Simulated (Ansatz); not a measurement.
# HfO2 (P2_1/c) in Ansatz: further runs

One crystal, HfO2, is run at these levels: PBE, RPBE, exchange-only PBE; tasks: band structure, single point, equation of state.

All numbers are computed with Ansatz 0.2.0; they aren't measurements. Logs are shortened: lines on timing, memory, paths and dates and some standing lists are left out, and cuts for length are marked.

**Experimental background.**

“Temperature dependence of self-trapped exciton luminescence in nanostructured hafnia powder”, 2021, arxiv:2112.02602 quotes, for a bulk crystal of HfO2: band gap 5.54 eV (indirect).

The runs below are set against these values where they give the same quantity.

### 1 The structure

Symmetry: P2_1/c, No. 14, monoclinic system. Conventional cell: a = 5.118 Å, b = 5.186 Å, c = 5.284 Å, α = 90.00°, β = 99.35°, γ = 90.00°. Around Hf (site symmetry 1) lie 7 O at 2.03 to 2.25 Å. O (site symmetry 1) has 3 Hf at 2.03 to 2.12 Å as nearest neighbours. O (site symmetry 1) is surrounded by 4 Hf at 2.14 to 2.25 Å.

### 2 Band structure, PBE

input.yaml reads:

```yaml
crystal:
  lattice:
    - [5.118, 0.0, 0.0]
    - [0.0, 5.1857, 0.0]
    - [-0.8586630598, 0.0, 5.2138671406]
  atoms:
    - { symbol: Hf, position: [0.2755, 0.4603, 0.708] }
    - { symbol: Hf, position: [0.7245, 0.9603, 0.792] }
    - { symbol: Hf, position: [0.7245, 0.5397, 0.292] }
    - { symbol: Hf, position: [0.2755, 0.0397, 0.208] }
    - { symbol: O, position: [0.0742, 0.1684, 0.8467] }
    - { symbol: O, position: [0.9258, 0.6684, 0.6533] }
    - { symbol: O, position: [0.9258, 0.8316, 0.1533] }
    - { symbol: O, position: [0.0742, 0.3316, 0.3467] }
    - { symbol: O, position: [0.4487, 0.7419, 0.9801] }
    - { symbol: O, position: [0.5513, 0.2419, 0.5199] }
    - { symbol: O, position: [0.5513, 0.2581, 0.0199] }
    - { symbol: O, position: [0.4487, 0.7581, 0.4801] }
hamiltonian:
  xc: pbe
  pseudopotentials: { kind: paw }
kpoints:
  mp_grid: { grid: [5, 5, 5] }
  band_path:
    path:
      - [[0.0, 0.0, 0.0], [0.0, 0.0, 0.5], [-0.4327310173, 0.0, 0.5726006525], [-0.5, 0.0, 0.5], [-0.5, 0.5, 0.5], [-0.5672689827, 0.5, 0.4273993475], [-0.5, 0.5, 0.0], [-0.5, 0.0, 0.0], [-0.5672689827, 0.0, 0.4273993475]]
      - [[-0.4327310173, 0.5, 0.5726006525], [0.0, 0.5, 0.5], [0.0, 0.5, 0.0]]
      - [[0.0, 0.0, 0.5], [0.0, 0.5, 0.5]]
    npoints: 10
scf:
  occupations: { method: fermi_dirac, width: 0.05 }
  n_extra_bands: 30
output:
  forces: true
  stress: true
  eigenvalues: true
  fatbands: true
```

Potentials or basis: Ansatz PAW.

The run is started by

```
$ ansatz run input.yaml --threads 2 --pin off --max-ram 5120MiB --backend cpu --events-out ev --progress --plain --runs-dir out
```

Log:

```text
Warning: RAYON_NUM_THREADS=2 ignored (pool sized by the plan → 2); use --threads N
scf.n_extra_bands = 30 over 76 filled bands (N_el = 152.0): the run solves 106 bands
Engine: ansatz 0.2.0, x86_64-unknown-linux-gnu
Pseudopotentials: kind: paw
Pseudopotential: Hf, paw, valence charge 26, recommended cutoff 420 eV (normal), Hf.paw.azcp
Pseudopotential: O, paw, valence charge 6, recommended cutoff 420 eV (normal), O.paw.azcp
Functional definition: PBE
  parameter kappa = 0.804
  parameter beta = 0.06672455060314922
  exchange = pbe_x(kappa = kappa, mu = beta*pi^2/3)
  correlation = pbe_c(beta = beta)
Crystal: 12 atoms, lattice volume = 138.378 Å³
Basis set: ecut = 420 eV, 2699 PW (Γ), exchange–correlation on 72×72×72 points (8 copies of the dense FFT grid, shifted against one another)
Bands: 106, of which v1, the nominal top of the filled ones, is band 76 counted from 1 (75 counted from 0)
Symmetry: 4 space group operations
Space group: P21/c (ITA 14), of the structure as read, at distance tolerance 5.2e-5 Å
k-points: 39 of 125
Non-local potential: Hf, projectors of the file, l = 0: 3, l = 1: 2, l = 2: 2, l = 3: 3
Non-local potential: O, projectors of the file, l = 0: 2, l = 1: 2, l = 2: 1
PAW form: soft (Blöchl's): semilocal exchange-correlation on the pseudo side does not see the compensation charge
PAW one-centre angular grid: Hf, 590 points (default); XC on 64 Gauss nodes
PAW one-centre angular grid: O, 110 points (default); XC on 64 Gauss nodes
Initial density: superposition of atomic densities (neutral atoms: chi_scale 0, normalization atom), corrected by the library's trained network
Initial wavefunctions: pseudopotential atomic-orbital guess
Functional: x = pbe(κ = 0.804, μ = 0.2195149727645171), c = pbe(β = 0.06672455060314922)
SCF iter   1: F=—  HF=-67446.629378 eV  |F-HF|=—  |Δ(HF+E_count)|=         —  Δρ=2.97e-3  dr2=5.24e-3  ethr=1.77e-3  ⟨swp⟩=5.1  Hψ=13496  notcnv=0  defer=557
preconditioner: auto → Resta (q_TF=auto, 2.771 Å⁻¹)  ε∞=4.3  [insulator: Δε(μ)=4.219 eV  Ē_g=20.764 eV  σ=0.050 eV  W_gap=1.00  n_scr=52 (ndim 8)  ℏωp=37.9 eV  f_vac=0.076  D(μ)=0.00/eV (n_scr^D=0)  ε∞_Penn≈4.3]
SCF iter   2: F=—  HF=-67446.630453 eV  |F-HF|=—  |Δ(HF+E_count)|=   1.08e-3  Δρ=1.53e-3  dr2=1.11e-3  ethr=3.45e-6  ⟨swp⟩=2.0  Hψ=7098  notcnv=0  defer=634
SCF iter   3: F=—  HF=-67446.631147 eV  |F-HF|=—  |Δ(HF+E_count)|=   6.95e-4  Δρ=6.12e-4  dr2=2.69e-4  ethr=7.28e-7  ⟨swp⟩=2.0  Hψ=5395  notcnv=0  defer=634
SCF iter   4: F=—  HF=-67446.631325 eV  |F-HF|=—  |Δ(HF+E_count)|=   1.77e-4  Δρ=1.04e-4  dr2=1.32e-5  ethr=1.77e-7  ⟨swp⟩=2.0  Hψ=5546  notcnv=0  defer=634
SCF iter   5: F=—  HF=-67446.631308 eV  |F-HF|=—  |Δ(HF+E_count)|=   1.67e-5  Δρ=5.98e-5  dr2=4.57e-6  ethr=8.66e-9  ⟨swp⟩=2.0  Hψ=5726  notcnv=0  defer=634
SCF iter   6: F=—  HF=-67446.631309 eV  |F-HF|=—  |Δ(HF+E_count)|=   8.28e-7  Δρ=2.25e-5  dr2=6.35e-7  ethr=3.01e-9  ⟨swp⟩=2.0  Hψ=5546  notcnv=0  defer=634
SCF iter   7: F=—  HF=-67446.631309 eV  |F-HF|=—  |Δ(HF+E_count)|=   8.85e-8  Δρ=6.06e-6  dr2=4.26e-8  ethr=6.58e-11  ⟨swp⟩=9.3  Hψ=22035  notcnv=0
SCF iter   8: F=-67446.631309 eV  HF=-67446.631309 eV  |F-HF|=2.71e-8  |Δ(HF+E_count)|=   1.74e-8  Δρ=3.84e-6  dr2=2.02e-8  ethr=2.80e-11  ⟨swp⟩=4.7  Hψ=12465  notcnv=0
SCF 1 converged in 8 iterations: F = -67446.631309 eV  dr2 = 2.02e-8
NSCF: frozen V_eff on 113 k-points
SCF converged after 8 iterations
Free energy (F): -67446.631309 eV
Harris-Foulkes:  -67446.631309 eV  (|F-HF|=2.71e-8)
Internal energy: -67446.631309 eV  (E = F + TS)
E sigma→0 (E₀):  -67446.631309 eV
Fermi energy:    16.226763 eV
--- Per-component energies (eV) ---
  E_band       = 13.385667
  E_kinetic    = 3092.449671
  E_local      = -24595.722883  (includes V_loc(G=0)·N_el)
  E_nonlocal   = -4587.063845
  E_hartree    = 11256.350072
  E_xc         = -1792.283560
  E_vxc        = -1820.681953  (∫ρ·V_xc dr)
  E_paw        = -28975.018790  (= ΣΔE_a)
  E_vpaw       = 5411.700896  (= ΣTr[D̂ρ^β])
  E_aug_tail   = 0.019878  (compensation charges beyond the density's cutoff)
  E_ewald      = -21845.361851
  E_smearing   = -0.000000  (= −TS)
  E_closure    = -0.000000  (closes the sum)
  Σ components = -67446.631309   (vs F -67446.631309, Δ=0.00e0)
--- Forces (eV/Å), atoms counted from 1 ---
  atom   1  Hf     0.20594445     0.00577470     0.09212257
  atom   2  Hf    -0.20594445     0.00577470    -0.09212257
  atom   3  Hf    -0.20594445    -0.00577470    -0.09212257
  atom   4  Hf     0.20594445    -0.00577470     0.09212257
  atom   5  O     -0.41507143    -0.18308562    -0.16182521
  atom   6  O      0.41507143    -0.18308562     0.16182521
  atom   7  O      0.41507143     0.18308562     0.16182521
  atom   8  O     -0.41507143     0.18308562    -0.16182521
  atom   9  O     -0.15326551     0.03066510    -0.07366545
  atom  10  O      0.15326551     0.03066510     0.07366545
  atom  11  O      0.15326551    -0.03066510     0.07366545
  atom  12  O     -0.15326551    -0.03066510    -0.07366545
  max |Σ_I F_I| component: 3.47e-17 eV/Å
--- Stress (GPa, compression-positive) ---
        5.843734       0.000000       0.469185
        0.000000       5.221630       0.000000
        0.469185       0.000000       6.529108
  P = ⅓ Tr σ = 5.8648 GPa (58.648 kbar)
--- Band table (eV; the first three rows and the last of 39) ---
  k-point 0: bands = ["-46.1781", "-46.1585", "-46.1549", "-46.1543", "-15.2821", "-15.2535", "-15.2273", "-15.0327", "-14.9677", "-14.9263", "-14.9064", "-14.8684", "-14.8360", "-14.8317", "-14.7783", "-14.7252", "-3.9472", "-2.6129", "-2.4519", "-2.4503", "-1.9634", "-1.9470", "-1.8434", "-1.7196", "3.9416", "3.9516", "3.9518", "3.9527", "3.9581", "3.9637", "3.9684", "3.9689", "3.9727", "3.9731", "3.9752", "3.9793", "3.9800", "3.9814", "3.9859", "3.9901", "3.9933", "3.9948", "3.9959", "3.9985", "4.0019", "4.0096", "4.0118", "4.0219", "4.0306", "4.0422", "4.0524", "4.0913", "8.6750", "8.7713", "9.2999", "9.4940", "9.6005", "9.9489", "10.7730", "11.0512", "11.1870", "11.3689", "11.4506", "11.5621", "12.1576", "12.2499", "12.3218", "12.3226", "12.5534", "13.0104", "13.0894", "13.1349", "13.6273", "13.6436", "13.9810", "14.1213", "18.7055", "19.2716", "19.4465", "19.6676", "19.8378", "20.0784", "20.3652", "20.5106", "20.7558", "20.8441", "21.4545", "21.4868", "21.7124", "22.1184", "22.6256", "23.0332", "23.1813", "23.5311", "24.3572", "24.5182", "25.1462", "26.4987", "26.5517", "26.6532", "27.6886", "27.9020", "28.5357", "28.6917", "28.7101", "29.1001"]
  k-point 1: bands = ["-46.1761", "-46.1599", "-46.1550", "-46.1548", "-15.2557", "-15.2136", "-15.2087", "-15.0600", "-14.9906", "-14.9174", "-14.9028", "-14.8884", "-14.8383", "-14.8239", "-14.7846", "-14.7631", "-3.7911", "-2.5681", "-2.5019", "-2.4398", "-2.0600", "-1.9526", "-1.9035", "-1.7483", "3.9403", "3.9466", "3.9529", "3.9552", "3.9559", "3.9637", "3.9691", "3.9713", "3.9726", "3.9743", "3.9753", "3.9769", "3.9791", "3.9840", "3.9853", "3.9895", "3.9919", "3.9949", "3.9955", "4.0023", "4.0036", "4.0051", "4.0176", "4.0198", "4.0300", "4.0412", "4.0495", "4.0818", "8.7931", "8.9766", "9.5571", "9.5595", "9.7817", "10.0443", "10.5965", "10.9288", "10.9722", "11.2871", "11.5246", "11.6483", "11.9003", "12.1140", "12.3224", "12.5044", "12.6006", "12.7809", "12.9061", "13.2934", "13.3529", "13.5928", "13.8568", "13.9846", "18.7678", "19.1957", "19.2620", "19.7540", "20.0655", "20.1029", "20.6531", "20.6913", "20.8118", "21.0013", "21.2131", "21.5224", "21.9993", "22.2072", "22.4659", "23.1186", "23.1828", "23.6068", "24.1471", "24.5371", "24.9995", "25.7363", "26.6271", "27.0167", "27.8536", "27.9398", "28.4283", "28.7146", "28.7271", "29.4013"]
  k-point 2: bands = ["-46.1709", "-46.1646", "-46.1552", "-46.1551", "-15.1836", "-15.1639", "-15.1317", "-15.0904", "-15.0710", "-14.9671", "-14.8834", "-14.8788", "-14.8539", "-14.8302", "-14.8118", "-14.7995", "-3.3772", "-2.8603", "-2.4643", "-2.4110", "-2.0676", "-2.0196", "-1.9664", "-1.8454", "3.9386", "3.9405", "3.9548", "3.9561", "3.9587", "3.9652", "3.9670", "3.9681", "3.9711", "3.9740", "3.9758", "3.9791", "3.9819", "3.9829", "3.9853", "3.9872", "3.9891", "3.9945", "3.9956", "3.9964", "4.0090", "4.0124", "4.0244", "4.0267", "4.0316", "4.0375", "4.0430", "4.0580", "9.1549", "9.5415", "9.5521", "9.8545", "10.1607", "10.2811", "10.4451", "10.5199", "10.6443", "11.3027", "11.4580", "11.5297", "11.6864", "12.0074", "12.0142", "12.4768", "12.4973", "12.7124", "12.8683", "13.2036", "13.4231", "13.4585", "13.5634", "13.7475", "18.8857", "19.0208", "19.3252", "19.5040", "20.2425", "20.3423", "20.8474", "20.8912", "20.9703", "21.0394", "21.6672", "21.6830", "21.9454", "22.2712", "22.8320", "23.1132", "23.1942", "23.6225", "23.8082", "24.3662", "24.7963", "24.8136", "26.9546", "27.4289", "27.9295", "28.0482", "28.1874", "28.4681", "29.1681", "29.7351"]
  k-point 38: bands = ["-46.1678", "-46.1646", "-46.1574", "-46.1560", "-15.2458", "-15.2198", "-15.1734", "-15.1326", "-15.0045", "-14.9417", "-14.8883", "-14.8583", "-14.8312", "-14.8198", "-14.7843", "-14.7659", "-3.1895", "-2.9092", "-2.5480", "-2.5077", "-2.1150", "-2.0441", "-1.8510", "-1.8379", "3.9455", "3.9515", "3.9530", "3.9562", "3.9600", "3.9642", "3.9663", "3.9700", "3.9718", "3.9766", "3.9768", "3.9784", "3.9809", "3.9824", "3.9869", "3.9887", "3.9924", "3.9929", "3.9953", "3.9972", "4.0062", "4.0076", "4.0116", "4.0154", "4.0252", "4.0285", "4.0464", "4.0633", "9.3650", "9.5928", "9.7474", "9.9307", "10.0544", "10.1402", "10.3023", "10.4280", "10.9325", "11.2873", "11.4531", "11.6843", "11.8061", "11.9020", "12.2955", "12.5086", "12.5655", "12.8471", "12.9308", "12.9564", "13.1871", "13.2450", "13.3520", "13.5094", "18.8370", "18.9715", "19.3815", "19.6179", "20.0060", "20.0644", "20.3675", "20.5198", "20.6944", "21.0019", "21.5532", "21.8011", "22.1705", "22.3065", "22.8577", "23.3668", "23.6149", "24.0249", "24.1527", "24.6231", "24.9856", "25.4364", "25.6260", "26.1458", "26.8477", "27.1069", "27.5930", "27.9739", "29.9432", "30.1603"]
```

It took 55 s on 2 threads of Intel Xeon Platinum 8259CL at 2.50GHz (Skylake/Cascade Lake), shared host; peak memory 1 GiB.

What came out:

| Quantity | Value |
| --- | --- |
| Free energy | -67446.6313 eV |
| Pressure | 5.9 GPa |
| Largest force | 0.482 eV/Å |
| Band gap on the k mesh | 4.21 eV, indirect (least direct gap 4.27 eV) |
| Band gap along the path | 4.15 eV, indirect (least direct gap 4.22 eV) |

Forces in eV/Å, atoms in the order of the input:
```
Hf   0.206  0.006  0.092
Hf  -0.206  0.006 -0.092
Hf  -0.206 -0.006 -0.092
Hf   0.206 -0.006  0.092
O   -0.415 -0.183 -0.162
O    0.415 -0.183  0.162
O    0.415  0.183  0.162
O   -0.415  0.183 -0.162
O   -0.153  0.031 -0.074
O    0.153  0.031  0.074
O    0.153 -0.031  0.074
O   -0.153 -0.031 -0.074
```

Stress tensor (GPa, compression positive):
```
5.84 0.00 0.47
0.00 5.22 0.00
0.47 0.00 6.53
```

Levels at the corners of the path, in eV from the valence-band top:
```
point  band 72  band 73  band 74  band 75  band 76  band 77  band 78  band 79  band 80  band 81
    Γ    -0.99    -0.49    -0.48    -0.14     0.00     4.58     5.15     5.33     5.55     5.72
    Y    -0.99    -0.79    -0.79    -0.47    -0.47     4.83     4.83     5.27     5.27     6.20
    H    -1.04    -1.03    -0.72    -0.63    -0.35     4.38     4.59     5.49     5.62     5.70
    C    -1.23    -0.93    -0.93    -0.49    -0.49     4.47     4.47     5.59     5.59     5.78
    E    -1.19    -1.00    -1.00    -0.71    -0.71     4.64     4.64     5.34     5.34     5.73
   M1    -1.24    -0.99    -0.99    -0.68    -0.68     4.66     4.66     5.38     5.38     5.70
    A    -1.34    -0.85    -0.85    -0.56    -0.56     4.87     4.87     5.33     5.33     6.09
    X    -0.82    -0.66    -0.53    -0.47    -0.09     4.15     5.20     5.29     5.32     5.88
   H1    -1.04    -1.03    -0.72    -0.63    -0.35     4.38     4.59     5.49     5.62     5.70
    M    -1.24    -0.99    -0.99    -0.68    -0.68     4.66     4.66     5.38     5.38     5.70
    D    -0.90    -0.90    -0.90    -0.59    -0.59     5.02     5.02     5.17     5.17     5.96
    Z    -1.05    -0.78    -0.78    -0.41    -0.41     5.14     5.14     5.63     5.63     5.98
    Y    -0.99    -0.79    -0.79    -0.47    -0.47     4.83     4.83     5.27     5.27     6.20
    D    -0.90    -0.90    -0.90    -0.59    -0.59     5.02     5.02     5.17     5.17     5.96
```

Caveat: the k mesh misses the band edges, so the gap on the mesh is wider than the one along the path; the pressure holds a Pulay correction of +0.8 GPa for the finite cutoff; spin-orbit coupling is left out, which moves the levels of the heavy elements.

(Continued in part 2 of 2.)
